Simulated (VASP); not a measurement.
Calculation: LDA (Ceperley-Alder, Perdew-Zunger), VASP's LDA PAW potentials (set 64) (plane waves; VASP).

VASP ran on this input.

POSCAR:
```
BaSnO3
1
    4.0980154966    -0.0000000000    -0.0000000000
    0.0000000000     4.0980154966    -0.0000000000
    0.0000000000     0.0000000000     4.0980154966
Ba Sn O
1 1 3
Direct
  0.0000000000   0.0000000000   0.0000000000
  0.5000000000   0.5000000000   0.5000000000
  0.5000000000   0.0000000000   0.5000000000
  0.0000000000   0.5000000000   0.5000000000
  0.5000000000   0.5000000000   0.0000000000
```

**KPOINTS**
```
K-points
0
G
5 5 5
0 0 0
```

**INCAR**
```
SYSTEM = BaSnO3
PREC = Accurate
ENCUT = 520
EDIFF = 1E-6
NELM = 100
ALGO = Normal
LREAL = .FALSE.
LASPH = .TRUE.
ISMEAR = 0
SIGMA = 0.05
LMAXMIX = 4
LWAVE = .FALSE.
LCHARG = .FALSE.
IBRION = 2
ISIF = 3
NSW = 60
EDIFFG = -0.02
```

POTCAR, in this order: Ba_sv Sn_d O (LDA.64 set). Program: vasp_std.

What VASP printed:

OSZICAR:
```
       N       E                     dE             d eps       ncg     rms          rms(c)
DAV:   1     0.460807699934E+03    0.46081E+03   -0.21802E+04   525   0.224E+03
DAV:   2     0.105157057844E+02   -0.45029E+03   -0.43773E+03   588   0.580E+02
DAV:   3    -0.380935870910E+02   -0.48609E+02   -0.48255E+02   588   0.168E+02
DAV:   4    -0.401178060234E+02   -0.20242E+01   -0.20185E+01   649   0.348E+01
DAV:   5    -0.401811175362E+02   -0.63312E-01   -0.63298E-01   693   0.544E+00    0.139E+01
DAV:   6    -0.355772041599E+02    0.46039E+01   -0.25282E+01   749   0.667E+01    0.652E+00
DAV:   7    -0.355509632014E+02    0.26241E-01   -0.17479E+00   543   0.828E+00    0.326E+00
DAV:   8    -0.354758782846E+02    0.75085E-01   -0.29452E-01   664   0.391E+00    0.748E-01
DAV:   9    -0.354622576621E+02    0.13621E-01   -0.68338E-02   775   0.267E+00    0.177E-01
DAV:  10    -0.354625875405E+02   -0.32988E-03   -0.46143E-03   743   0.684E-01    0.804E-02
DAV:  11    -0.354624603812E+02    0.12716E-03   -0.12352E-03   758   0.349E-01    0.241E-02
DAV:  12    -0.354624570510E+02    0.33301E-05   -0.58488E-05   615   0.580E-02    0.139E-02
DAV:  13    -0.354624559633E+02    0.10878E-05   -0.86710E-06   685   0.189E-02    0.244E-03
DAV:  14    -0.354624559558E+02    0.74742E-08   -0.25536E-07   311   0.580E-03
   1 F= -.35462456E+02 E0= -.35462456E+02  d E =-.354625E+02
```

OUTCAR:
```
------------------------ aborting loop because EDIFF is reached ----------------------------------------
  FORCE on cell =-STRESS in cart. coord.  units (eV):
  Direction    XX          YY          ZZ          XY          YZ          ZX
  --------------------------------------------------------------------------------------
  Total       -0.0093413     -0.0093413     -0.0093413      0.0000000      0.0000000      0.0000000
  in kB       -0.2174687     -0.2174687     -0.2174687      0.0000000      0.0000000      0.0000000
  external PRESSURE =      -0.2174687 kB  Pullay stress =       0.0000000 kB
  volume of cell :       68.82
      direct lattice vectors                 reciprocal lattice vectors
     4.098015497  0.000000000  0.000000000     0.244020551  0.000000000  0.000000000
     0.000000000  4.098015497  0.000000000     0.000000000  0.244020551  0.000000000
     0.000000000  0.000000000  4.098015497     0.000000000  0.000000000  0.244020551
 POSITION                                       TOTAL-FORCE (eV/Angst)
 -----------------------------------------------------------------------------------
      0.00000      0.00000      0.00000         0.000000      0.000000      0.000000
      2.04901      2.04901      2.04901         0.000000      0.000000      0.000000
      2.04901      0.00000      2.04901         0.000000      0.000000      0.000000
      0.00000      2.04901      2.04901         0.000000      0.000000      0.000000
      2.04901      2.04901      0.00000         0.000000      0.000000      0.000000
 -----------------------------------------------------------------------------------
    total drift:                                0.000000      0.000000     -0.000000
  FREE ENERGIE OF THE ION-ELECTRON SYSTEM (eV)
  ---------------------------------------------------
  free  energy   TOTEN  =       -35.4624559558 eV

  energy  without entropy=      -35.4624559558  energy(sigma->0) =      -35.46245596

 reached required accuracy - stopping structural energy minimisation
```
(Selected blocks of OUTCAR.)

The compound is BaSnO3 in the cubic perovskite structure. It was relaxed first. The start is the result of an earlier pass.
